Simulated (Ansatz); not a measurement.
# Tin, fcc: HSE06 after PBE

How do the levels change when part of the exchange is made exact, and what does it cost? Spin polarisation is left out. The cell comes from an earlier PBE relaxation. Exact exchange is dear, so the k-mesh is coarse, and PBE is run on the same mesh for comparison.

Program: Ansatz 0.2.0. Level of theory: DFT, plane waves (420 eV) with PBE-made PAW files, scalar-relativistic; functionals as named at each step. These are calculated values, not measurements.

**1. Starting point**

Symmetry: Fm-3m, No. 225, cubic system. The conventional cell has a = 4.822 Å, b = 4.822 Å, c = 4.822 Å, α = 90.00°, β = 90.00°, γ = 90.00°. Sn (site symmetry m-3m) has 12 Sn at 3.41 Å as nearest neighbours.

As a file:

```cif
data_structure
_symmetry_space_group_name_H-M 'Fm-3m'
_symmetry_Int_Tables_number 225
_cell_length_a 4.8223
_cell_length_b 4.8223
_cell_length_c 4.8223
_cell_angle_alpha 90.000
_cell_angle_beta 90.000
_cell_angle_gamma 90.000
_cell_volume 112.14
loop_
_atom_site_label
_atom_site_type_symbol
_atom_site_symmetry_multiplicity
_atom_site_Wyckoff_symbol
_atom_site_fract_x
_atom_site_fract_y
_atom_site_fract_z
_atom_site_occupancy
Sn1 Sn 4 a 0.00000 0.00000 0.00000 1
```

**2. PBE, coarse mesh**

The run with PBE.

File input.yaml:

```yaml
crystal:
  lattice:
    - [0.0, 2.4111428816, 2.4111428816]
    - [2.4111428816, 0.0, 2.4111428816]
    - [2.4111428816, 2.4111428816, 0.0]
  atoms:
    - { symbol: Sn, position: [0.0, 0.0, 0.0] }
hamiltonian:
  xc: pbe
  pseudopotentials:
    kind: paw
    azcp:
      Sn: "pseudopotentials/Sn.paw.azcp"
basis:
  ecutwfc: 420
  fft_grid_basis: typed
kpoints:
  mp_grid: { grid: [6, 6, 6], shift: [0, 0, 0] }
magnetization:
  spin_polarized: false
scf:
  occupations: { method: fermi_dirac, width: 0.1 }
```

Command:

```
> ansatz run input.yaml --threads 4 --pin off --max-ram 8192MiB --backend cpu --events-out ev --progress --plain --runs-dir out
```

The log of the run, cut to the lines that bear on the results:

```text
Warning: RAYON_NUM_THREADS=4 ignored (pool sized by the plan → 4); use --threads N
[...]
Pseudopotentials: kind: paw
Pseudopotential: Sn, paw, valence charge 14, recommended cutoff 420 eV (normal), <dir>
Functional definition: PBE
[...]
Crystal: 1 atoms, lattice volume = 28.035 Å³
Basis set: ecut = 420 eV, 537 PW (Γ)
Bands: 11, of which v1, the nominal top of the filled ones, is band 7 counted from 1 (6 counted from 0)
Symmetry: 48 space group operations
Space group: Fm-3m (ITA 225), of the structure as read, at distance tolerance 3.0e-5 Å
k-points: 16 of 216
[...]
SCF iter   1: F=—  HF=-6024.051728 eV  |F-HF|=—  |Δ(HF+E_count)|=         —  Δρ=1.20e-3  dr2=5.29e-4  ethr=1.77e-3  ⟨swp⟩=5.0  Hψ=1037  notcnv=0
[...]
SCF iter   6: F=-6024.051202 eV  HF=-6024.051202 eV  |F-HF|=1.22e-10  |Δ(HF+E_count)|=   1.20e-8  Δρ=5.82e-7  dr2=1.48e-10  ethr=5.79e-11  ⟨swp⟩=1.0  Hψ=467  notcnv=0
[...]
SCF converged after 6 iterations
Free energy (F): -6024.051202 eV
[...]
E sigma→0 (E₀):  -6024.031752 eV
Entropy (-TS):   -0.038899 eV (-38.899 meV/atom)
Fermi energy:    10.563746 eV
[...]
```

Run time: 0.23 s. Hardware: 4 threads of Arm Neoverse V1, shared host; peak memory 0.25 GiB.

**3. HSE06, coarse mesh**

The run with HSE06.

input.yaml, as its differences from that of step 2:

```diff
@@ -8,3 +8,3 @@
 hamiltonian:
-  xc: pbe
+  xc: hse06
   pseudopotentials:
```

Command:

```
> ansatz run input.yaml --threads 4 --pin off --max-ram 8192MiB --backend cpu --events-out ev --progress --plain --runs-dir out
```

The log of the run, cut to the lines that bear on the results:

```text
Warning: RAYON_NUM_THREADS=4 ignored (pool sized by the plan → 4); use --threads N
[...]
[... 2 set-up lines as earlier in the session ...]
Functional definition: HSE06
[...]
Crystal: 1 atoms, lattice volume = 28.035 Å³
Basis set: ecut = 420 eV, 537 PW (Γ)
Bands: 11, of which v1, the nominal top of the filled ones, is band 7 counted from 1 (6 counted from 0)
[... 2 set-up lines as earlier in the session ...]
k-points: 16 of 216
[...]
SCF iter   1: F=—  HF=-6024.051362 eV  |F-HF|=—  |Δ(HF+E_count)|=         —  Δρ=1.11e-3  dr2=5.15e-4  ethr=1.77e-3  ⟨swp⟩=8.8  Hψ=796  notcnv=0
[...]
Frozen-core exchange: fock
[...]
SCF 2 stopped early in 5 iterations: F = -6028.071188 eV  dr2 = 4.91e-7
hybrid outer 1: dexx = +1.987e-3 eV, tail = 2.45e-5 eV
[...]
Frozen-core exchange: fock
[...]
hybrid outer 2: dexx = +1.796e-7 eV, tail = 1.19e-7 eV, Δε = 3.02e-3 eV (about 3.86e-4 eV left of the loop's levels)
hybrid SCF converged: 2 outer / 7 inner (+8 warm-up), last move |dexx| = 1.80e-7 eV, tail = 1.19e-7 eV
Stability not checked: this state was not tested for a lower state beside it, because the functional holds exact exchange (a hybrid, or Hartree-Fock), whose exchange loop this test does not read (fock_operator; see scf.lower_state_search)
Free energy (F): -6028.071052 eV
Frozen-core exchange: fock
[...]
E sigma→0 (E₀):  -6028.053433 eV
Entropy (-TS):   -0.035238 eV (-35.238 meV/atom)
Fermi energy:    10.541960 eV
[...]
--- Band table (eV; the first three rows and the last of 16) ---
  k-point 0: bands = ["-13.4622", "-13.4622", "-13.4622", "-13.3886", "-13.3886", "-1.8718", "18.7003", "18.7003", "18.7003", "21.6908"]
[...]
  guard bands above this table: 1 of the run's 11 bands, where the rule asks 2: the bands that hold charge and the lowest empty level above them stay in the table. The solve was not asked for them (output.publish_guard_bands: true or output.eigenvalues: true publishes all)
```

Wall time 3.8 s (4 threads of Arm Neoverse V1, shared host); peak memory 0.72 GiB.

**4. The functionals compared**

```csv
functional,gap on the mesh,Fermi energy (eV),SCF cycles,exchange loops,CPU time
PBE,none (levels filled in part),10.564,6,-,0.51 s
HSE06,none (levels filled in part),10.542,15,2,11 s
```

**5. Outcome**

```
                             quantity                         value
                             PBE: gap  none (levels filled in part)
                           HSE06: gap  none (levels filled in part)
    HSE06: SCF cycles, exchange loops                         15, 2
     HSE06: CPU time over that of PBE                            22
HSE06: relative to alpha-Sn (diamond)                 +182 meV/atom
```

What this shows: Both PBE and HSE06 leave levels filled in part. The hybrid took 22 times as much CPU time as PBE on the same settings. HSE06 needed 2 outer loops of the exchange operator. The dense-mesh value adds -118.0 meV/atom, the change that PBE shows between the coarse mesh and its own dense run (not shown). Under HSE06 it lies 182 meV/atom above alpha-Sn (diamond) (computed apart in the same way); on such meshes a few tens of meV are uncertain for metals. The total energies in the logs cannot be compared from one functional to another.
